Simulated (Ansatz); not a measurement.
**Compressing Rb: a fit and a missing row**

Rb, Cmcm, a = 4.695 Å, b = 15.676 Å, c = 4.839 Å. This isn't the element's structure at ambient conditions. Ansatz: PBEsol, PAW, 420 eV, Γ-centred 8×10×4 mesh on 4 atoms, Gaussian smearing 0.10 eV; no spin polarisation. Shape and atoms are relaxed at each volume; pressure is positive in compression.

```
V (Å³/atom) P (GPa)
     78.347        ?
     81.018     0.30
     83.689     0.19
     86.360     0.09
     89.031     0.00
     91.702    -0.08
     94.373    -0.14
     97.934    -0.21
```

Problem. Take V0 = 89.031 Å³/atom, fit the third-order Birch–Murnaghan form to the other rows, and predict the missing pressure.

Solution. With the Eulerian strain f = ½[(V0/V)^(2/3) − 1] and y = P/[3f(1 + 2f)^(5/2)], the form is the line y = B0 + 1.5 B0 (B0′ − 4) f. Rows (f, y): 0.03245, 2.63; 0.02106, 2.71; 0.01026, 2.78; -0.00976, 2.87; -0.01905, 2.70; -0.03078, 2.67. Means f = 0.0006967, y = 2.7267; Σ(Δf)² = 0.003004, ΣΔfΔy = -0.002087; the slope is their ratio. y = 2.727 − 0.6948 f GPa, so B0 = 2.7 GPa and B0′ = 4 + 2 × (-0.6948)/(3 × 2.727) = 3.83. At V = 78.347, f = 0.04448, y = 2.696 and P = 0.45 GPa. The run gave 0.43 GPa, so the fit is 0.02 GPa too high, a small miss on the scale of the series. For so soft a crystal pressures to 0.01 GPa are coarse: rounding alone can shift a y by 0.18 GPa, so B0′ is rough.